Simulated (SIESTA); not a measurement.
# PtSe2 (Sudovikovite) in SIESTA: the effect of basis

Crystal: PtSe2 (Sudovikovite).

```
CELL_PARAMETERS angstrom
3.72400 0.00000 0.00000
-1.86200 3.22508 0.00000
0.00000 0.00000 5.06200
ATOMIC_POSITIONS crystal
Pt 0.00000 0.00000 0.00000
Se 0.66667 0.33333 0.75000
Se 0.33333 0.66667 0.25000
```

Alike in all runs:

```yaml
Program: SIESTA 5.4.2
Task: band structure
Functional: PBE
Potentials_or_basis: PseudoDojo 0.4 standard (PBE files)
Grid_cutoff: 800 Ry
Energy_shift: 0.003 Ry
k_mesh: 8 × 8 × 5
Occupations: fermi-dirac, width 0.05 eV
Spin: no spin polarisation
```

```tsv
basis	pressure (GPa)	largest force (eV/Å)
SZ	21.5	2.53
SZP	15.7	1.79
DZ	9.5	2.00
DZP	11.8	1.19
DZDP	11.4	1.11
TZP	10.8	1.10
TZDP	?	?
```

What does the run with basis TZDP give?

Pressure 10.5 GPa; largest force 1.04 eV/Å.

Caveats: short orbitals over semicore shells can move pressures by several GPa; the basis of atomic orbitals isn't converged, which shifts pressures, moduli and gaps; forces of over 1 eV/Å show positions far from the minimum, so gaps and moduli don't describe the material at rest; the basis has no polarisation orbitals (some runs).
